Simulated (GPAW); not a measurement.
# How the smearing moves the magnetism of free-standing square Re monolayer, spacing 2.904 A, part 2 of 2

Aim: see how far moments and order energies of free-standing square Re monolayer, spacing 2.904 A move with the smearing, and what each rung costs.

GPAW 26.7.0; PBE; plane waves with GPAW's PAW setups, scalar-relativistic.

So far, largest spin moment in the augmentation sphere (μB): step 2 (rung 1 (width 0.4 eV), start ferro +) 0.436; step 4 (rung 2 (width 0.2 eV), start ferro +) 1.01; step 5 (rung 2 (width 0.2 eV), start antiferro q=(1/2,1/2,0) +-) 2.23; step 6 (rung 3 (width 0.1 eV), start ferro +) 1.02; step 7 (rung 3 (width 0.1 eV), start antiferro q=(1/2,1/2,0) +-) 2.26.

### 8. Rung 4 (width 0.05 eV), start ferro +

The input, order1.py:

```python
import json
import numpy as np
from ase import Atoms
from ase.parallel import paropen, parprint
from gpaw import GPAW

atoms = Atoms(['Re'],
    cell=[[2.904, 0.0, 0.0],
         [0.0, 2.904, 0.0],
         [0.0, 0.0, 14.0]],
    scaled_positions=[[0.0, 0.0, 0.5]],
    pbc=True,
    magmoms=[1.0])
atoms.calc = GPAW(mode={'name': 'pw', 'ecut': 550},
    xc='PBE',
    kpts={'size': (10, 10, 1), 'gamma': True},
    occupations={'name': 'fermi-dirac', 'width': 0.05},
    convergence={'density': 1e-05, 'energy': 1e-05},
    maxiter=200,
    symmetry={'tolerance': 1e-4},
    txt='order1.txt')
e = atoms.get_potential_energy(force_consistent=True)
res = {'free_energy': e, 'energy_sigma0': atoms.get_potential_energy(), 'fermi_energy': atoms.calc.get_fermi_level()}
res['moments'] = atoms.get_magnetic_moments().tolist()
res['total'] = atoms.get_magnetic_moment()
parprint('site moments (muB):', np.round(res['moments'], 3))
parprint(f"total moment: {res['total']:.3f} muB")
parprint(f'free energy: {e:.6f} eV')
atoms.calc.write('order1.gpw')
with paropen('results.json', 'w') as f:
    json.dump(res, f)
```

Run with:

```
$ OMP_NUM_THREADS=1 python3 order1.py > order1.log
```

The log of the run:

```text
site moments (muB): [0.978]
total moment: 1.280 muB
free energy: -6.980294 eV

--- order1.txt ---
Input parameters:
  mode=PW(ecut=550),
  convergence={'density': 1e-05, 'energy': 1e-05},
  kpts=MonkhorstPack(size=(10, 10, 1), gamma=True),
  maxiter=200,
  occupations=Occupations(name='fermi-dirac', width=0.05),
  symmetry=Symmetry(tolerance=0.0001),
  xc=XC(name='PBE')

Diagonalizing LCAO Hamiltonian
[...]
|          3 |        -7.977 |     1.000 |        -7.760 |     1.000 |
|          4 |        -5.673 |     1.000 |        -5.310 |     1.000 |
[...]
|          8 |        -1.563 |     0.000 |        -0.994 |     0.000 |
|          9 |        -0.584 |     0.000 |        -0.143 |     0.000 |
|         10 |         2.116 |     0.000 |         2.328 |     0.000 |
|         11 |         3.108 |     0.000 |         3.291 |     0.000 |

No gap
No difference between direct/indirect transitions


[key lines of the parts left out:]
Free energy:      -6.980294
Converged in 15 steps
dipole moment: (-9.917549, -9.917549, -0.000001)  # |e|*Ang
Fermi level: -2.571
```

Run time: 24 s. Hardware: 1 MPI rank of Intel Xeon Platinum 8488C (Sapphire Rapids), shared host; peak memory 0.21 GiB.

This step gave:

- magnetization: 1.280 μB
- final state: ferromagnetic
- largest moment: 0.9779 μB

The largest moment moves by -0.04 μB from rung 3, at 0.96 times its CPU time.

### 9. Rung 4 (width 0.05 eV), start antiferro q=(1/2,1/2,0) +-

The input, order2.py:

```python
import json
import numpy as np
from ase import Atoms
from ase.parallel import paropen, parprint
from gpaw import GPAW

atoms = Atoms(['Re', 'Re'],
    cell=[[5.808, 0.0, 0.0],
         [2.904, 2.904, 0.0],
         [0.0, 0.0, 14.0]],
    scaled_positions=[[0.0, 0.0, 0.5],
         [0.5, 0.0, 0.5]],
    pbc=True,
    magmoms=[1.0, -1.0])
atoms.calc = GPAW(mode={'name': 'pw', 'ecut': 550},
    xc='PBE',
    kpts={'size': (5, 10, 1), 'gamma': True},
    occupations={'name': 'fermi-dirac', 'width': 0.05},
    convergence={'density': 1e-05, 'energy': 1e-05},
    maxiter=200,
    symmetry={'tolerance': 1e-4},
    txt='order2.txt')
e = atoms.get_potential_energy(force_consistent=True)
res = {'free_energy': e, 'energy_sigma0': atoms.get_potential_energy(), 'fermi_energy': atoms.calc.get_fermi_level()}
res['moments'] = atoms.get_magnetic_moments().tolist()
res['total'] = atoms.get_magnetic_moment()
parprint('site moments (muB):', np.round(res['moments'], 3))
parprint(f"total moment: {res['total']:.3f} muB")
parprint(f'free energy: {e:.6f} eV')
atoms.calc.write('order2.gpw')
with paropen('results.json', 'w') as f:
    json.dump(res, f)
```

Run with:

```
$ OMP_NUM_THREADS=1 python3 order2.py > order2.log
```

The log of the run:

```text
UserWarning: Initial realspace grid (32,24,80) inconsistent with symmetries.
UserWarning: Using symmetrized grid: (32,32,80).

site moments (muB): [ 2.247 -2.247]
total moment: -0.000 muB
free energy: -14.496863 eV

--- order2.txt ---
Input parameters:
  mode=PW(ecut=550),
  convergence={'density': 1e-05, 'energy': 1e-05},
  kpts=MonkhorstPack(size=(5, 10, 1), gamma=True),
  maxiter=200,
[...]
|          6 |        -7.663 |     1.000 |        -7.663 |     1.000 |
|          7 |        -5.500 |     1.000 |        -5.500 |     1.000 |
[...]
|         16 |         0.090 |     0.000 |         0.090 |     0.000 |
|         17 |         1.503 |     0.000 |         1.503 |     0.000 |
|         18 |         3.109 |     0.000 |         3.109 |     0.000 |
|         19 |         3.109 |     0.000 |         3.109 |     0.000 |

No gap
No difference between direct/indirect transitions


[key lines of the parts left out:]
Free energy:     -14.496863
Converged in 17 steps
dipole moment: (-39.662062, -19.831032, -0.000003)  # |e|*Ang
Fermi level: -2.128
```

The job ended after 1.9 min (1 MPI rank; peak memory 0.42 GiB).

This step gave:

* magnetization: 0 μB
* final state: antiferromagnetic
* largest moment: 2.247 μB

This start lies -268.1 meV a seeded atom from the first, a change of -1.6 meV since rung 3; its largest moment is 2.25 μB.

### 10. Rung 5 (width 0.02 eV), start ferro +

order1.py is the script of step 8 with these lines changed:

```diff
@@ -16,3 +16,3 @@
     kpts={'size': (10, 10, 1), 'gamma': True},
-    occupations={'name': 'fermi-dirac', 'width': 0.05},
+    occupations={'name': 'fermi-dirac', 'width': 0.02},
     convergence={'density': 1e-05, 'energy': 1e-05},
```

Run with:

```
$ OMP_NUM_THREADS=1 python3 order1.py > order1.log
```

The log of the run:

```text
site moments (muB): [0.952]
total moment: 1.246 muB
free energy: -6.972161 eV

--- order1.txt ---
Input parameters:
  mode=PW(ecut=550),
  convergence={'density': 1e-05, 'energy': 1e-05},
  kpts=MonkhorstPack(size=(10, 10, 1), gamma=True),
  maxiter=200,
  occupations=Occupations(name='fermi-dirac', width=0.02),
  symmetry=Symmetry(tolerance=0.0001),
  xc=XC(name='PBE')

Diagonalizing LCAO Hamiltonian
[...]
|          3 |        -7.975 |     1.000 |        -7.776 |     1.000 |
|          4 |        -5.669 |     1.000 |        -5.333 |     1.000 |
[...]
|          8 |        -1.554 |     0.000 |        -0.995 |     0.000 |
|          9 |        -0.583 |     0.000 |        -0.158 |     0.000 |
|         10 |         2.119 |     0.000 |         2.333 |     0.000 |
|         11 |         3.111 |     0.000 |         3.295 |     0.000 |

No gap
No difference between direct/indirect transitions


[key lines of the parts left out:]
Free energy:      -6.972161
Converged in 15 steps
dipole moment: (-9.915078, -9.915078, -0.000001)  # |e|*Ang
Fermi level: -2.562
```

The job ended after 24 s (1 MPI rank; peak memory 0.21 GiB).

Numbers from this step:

| Item | Value |
| --- | --- |
| magnetization | 1.246 μB |
| final state | ferromagnetic |
| largest moment | 0.9525 μB |

The largest moment moves by -0.03 μB from rung 4, at 1.0 times its CPU time.

### 11. Rung 5 (width 0.02 eV), start antiferro q=(1/2,1/2,0) +-

order2.py is the script of step 9 with these lines changed:

```diff
@@ -17,3 +17,3 @@
     kpts={'size': (5, 10, 1), 'gamma': True},
-    occupations={'name': 'fermi-dirac', 'width': 0.05},
+    occupations={'name': 'fermi-dirac', 'width': 0.02},
     convergence={'density': 1e-05, 'energy': 1e-05},
```

Run with:

```
$ OMP_NUM_THREADS=1 python3 order2.py > order2.log
```

The log of the run:

```text
UserWarning: Initial realspace grid (32,24,80) inconsistent with symmetries.
UserWarning: Using symmetrized grid: (32,32,80).

site moments (muB): [ 2.24 -2.24]
total moment: 0.000 muB
free energy: -14.484301 eV

--- order2.txt ---
Input parameters:
  mode=PW(ecut=550),
  convergence={'density': 1e-05, 'energy': 1e-05},
  kpts=MonkhorstPack(size=(5, 10, 1), gamma=True),
  maxiter=200,
[...]
|          6 |        -7.666 |     1.000 |        -7.666 |     1.000 |
|          7 |        -5.501 |     1.000 |        -5.501 |     1.000 |
[...]
|         16 |         0.091 |     0.000 |         0.091 |     0.000 |
|         17 |         1.502 |     0.000 |         1.502 |     0.000 |
|         18 |         3.107 |     0.000 |         3.107 |     0.000 |
|         19 |         3.107 |     0.000 |         3.107 |     0.000 |

No gap
No difference between direct/indirect transitions


[key lines of the parts left out:]
Free energy:     -14.484301
Converged in 17 steps
dipole moment: (-39.653313, -19.826655, -0.000003)  # |e|*Ang
Fermi level: -2.146
```

Elapsed: 2.1 min, on 1 MPI rank; peak memory 0.43 GiB.

Read from the output:

* magnetization: 0 μB
* final state: antiferromagnetic
* largest moment: 2.240 μB

This start lies -270.0 meV a seeded atom from the first, a change of -1.9 meV since rung 4; its largest moment is 2.24 μB.

### 12. Side by side

Ladder, by row:

| rung | smearing (eV) | state from the first start | state from the second start | second less first (meV a seeded atom) | moment, first (μB) | moment, second (μB) | CPU time (s) |
| --- | --- | --- | --- | --- | --- | --- | --- |
| 1 | 0.4 | ferromagnetic | antiferromagnetic | -103.9 | 0.4355 | 1.881 | 170.4 |
| 2 | 0.2 | ferromagnetic | antiferromagnetic | -247.2 | 1.012 | 2.233 | 140.4 |
| 3 | 0.1 | ferromagnetic | antiferromagnetic | -266.6 | 1.02 | 2.256 | 133 |
| 4 | 0.05 | ferromagnetic | antiferromagnetic | -268.1 | 0.9779 | 2.247 | 136.2 |
| 5 | 0.02 | ferromagnetic | antiferromagnetic | -270 | 0.9525 | 2.24 | 151.6 |

### 13. Results

| Property | Result |
| --- | --- |
| range of the moment in the table, second start | 1.88 to 2.26 μB |
| range of CPU time | 2.2 min to 2.8 min |
| range of the energy difference | -270 to -104 meV a seeded atom |
| first rung from which all stay within 13 meV of the last | 3 |

In words: From rung 3 on the result stays within 3.4 meV of the last rung, inside the margin of 13 meV set for it, at 88 % of the last rung's cost. The second start ends lower on every rung of the table; whether functional and cell give the true order is another question. The mesh stays the same, and a narrow smearing needs a finer one, so the last rung is no sure reference.

[Logs and program files are shortened in this print: banners, set-up blocks, solver, clock and traceback lines can be left out without a mark of their own.]

[Logs are printed without paths, hosts, clocks, repeated set-up lines and the standing remarks that a program may print on its own settings, such as how far it seeks lower states.]

[Hosts, paths, dates, database ids (printed as entryN), source tags and the programs' standing remarks are cut or masked in the printed files.]

[Where a cell is said to come from a database of computed structures, the database is the Materials Project.]
